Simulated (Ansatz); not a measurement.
**From formation energies to a reaction energy: Li3H8**

All numbers below come from Ansatz, DFT PBE, scalar-relativistic, plane waves, PAW. Settings: cutoff 420 eV, Γ-centred meshes spaced at most about 0.3 Å⁻¹, and about 0.25 Å⁻¹ or finer for metals (2π included), Gaussian smearing. No spin polarisation.

The zero of energy is the elements' standard structures at the same level (H₂ as a molecule); no fitted shifts are applied.

All energies are static (0 K, no zero-point motion). Weakly bound directions are ill-defined at this level, which has no dispersion term (Li3H8 R-3m). With hydrogen, zero-point motion can shift formation energies by some tens of meV/atom.

A trial structure of Li3H8 (reached from: random cell; relaxed: space group R-3m (No. 166), a = 5.929 Å, c = 15.523 Å) has a formation energy of 0.006 eV/atom. It holds H–H pairs as short as in free H₂ molecules (shortest 0.77 Å). At its composition the lowest mixture among the elements and 1 reference phase computed alike (others may be missing) consists of these:

| phase | source | ΔE_f (eV/atom) |
| --- | --- | --- |
| H2 (gas) | element | 0.000 |
| LiH (Fm-3m) | textbook type | -0.417 |

Q: Write the balanced decomposition and find its energy per atom, per formula unit and per mole of formula units.

A: Balancing Li and H gives 2 Li3H8 → 5 H2 + 6 LiH. The left side holds 22 atoms, and the products take 10/22 (H2) and 12/22 (LiH) of them. The mixture therefore lies at 10/22 × (0.000) + 12/22 × (-0.417) = -0.227 eV/atom. The reaction energy is -0.227 − (0.006) = -0.233 eV/atom. Times 11 atoms that is -2.563 eV per Li3H8, and times 96.485 it is -247 kJ per mole of Li3H8. Decomposition is downhill, so the trial structure is unstable against this mixture. Entropy of the gas would favour the products further at finite temperature.
